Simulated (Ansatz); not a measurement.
## Strain response of CsH

These are results of DFT r2SCAN, scalar-relativistic, plane waves, PAW in Ansatz 0.2.0, not measurements. (500 eV cutoff, 6×6×4 k-mesh, Gaussian smearing of 0.02 eV, no spin polarisation)

Starting point, cell and atoms relaxed:

```
CELL_PARAMETERS angstrom
3.18800 3.18800 0.00000
-3.18800 3.18800 0.00000
0.00000 0.00000 6.37600
ATOMIC_POSITIONS crystal
Cs 0.00000 0.00000 0.00000
Cs 0.50000 0.50000 0.50000
H 0.50000 0.50000 0.00000
H 0.00000 0.00000 0.50000
```

Deformation: uniaxial strain along c, with the lengths of a and b and the atoms relaxed and the angles held, all within the symmetry that the strain leaves. Energies are extrapolated to zero smearing. Stress is positive in compression, on the Cartesian axes of the cell above. Gaps are generalised Kohn–Sham gaps over the whole zone.

Spin-orbit coupling is left out, which matters for the bands and energies of heavy elements.

```csv
strain (%),ΔE (meV/atom),a (Å),b (Å),c (Å),σxx (GPa),σyy (GPa),σzz (GPa),gap (eV)
-6.0,11.5,4.533,4.533,5.993,0.01,0.01,2.09,2.59
-4.0,4.8,4.526,4.526,6.121,0.00,0.00,1.24,2.63
-2.0,1.1,4.518,4.518,6.248,0.00,0.00,0.56,2.66
+0.0,0.0,4.509,4.509,6.376,0.01,0.01,0.02,2.68
+2.0,0.9,4.503,4.503,6.504,0.00,0.00,-0.42,2.70
+4.0,3.3,4.495,4.495,6.631,0.00,0.00,-0.76,2.71
+6.0,6.9,4.488,4.488,6.759,0.01,0.01,-1.02,2.71
```